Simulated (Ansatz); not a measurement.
The system is Pt.

```xyz
2
Lattice="2.7607 0.0000 0.0000 -1.3803 2.3908 0.0000 0.0000 0.0000 4.7921" Properties=species:S:1:pos:R:3 pbc="T T T"
Pt    0.0000    1.5939    1.1980
Pt    1.3803    0.7969    3.5941
```

This isn't the form of Pt at room conditions, which is fcc.

* Program: Ansatz 0.2.0
* Task: relaxation of cell and atoms
* Functional: HSE06
* Potentials or basis: Ansatz PAW
* Cutoff: 420 eV (not typed: the program's choice for these potentials)
* k mesh: 6 × 6 × 3
* Occupations: fermi-dirac, width 0.05 eV
* Spin: no spin polarisation

At the start: volume 15.81 Å³/atom.

Q: How do energy, volume and symmetry change on relaxing?

A: It ends after 4 steps and the volume is 15.17 Å³/atom (-4.1 %); space group P6_3/mmc (No. 194, to 0.05 Å).

The path:
```tsv
step	energy change (eV)	largest force (eV/Å)	volume (Å³)
1	0.0000	0.0000	31.63
2	-0.0434	0.0000	30.57
3	-0.0452	0.0000	30.33
4	-0.0445	0.0000	30.33
```

Final structure:
```
Pt
1.0
     2.72157    0.00000    0.00000
    -1.36078    2.35694    0.00000
     0.00000    0.00000    4.72833
Pt
2
Direct
  0.33333 0.66667 0.25000
  0.66667 0.33333 0.75000
```

Caveat: the k mesh is coarse (spacing up to 0.44 Å⁻¹), so the values aren't converged, least of all with exact exchange; the plane-wave basis is chosen anew once the cell has moved, so the energies of steps on either side of that aren't comparable; the PAW data sets come from PBE, with cores solved anew for the run's functional, which leaves a small shift of forces and pressure.
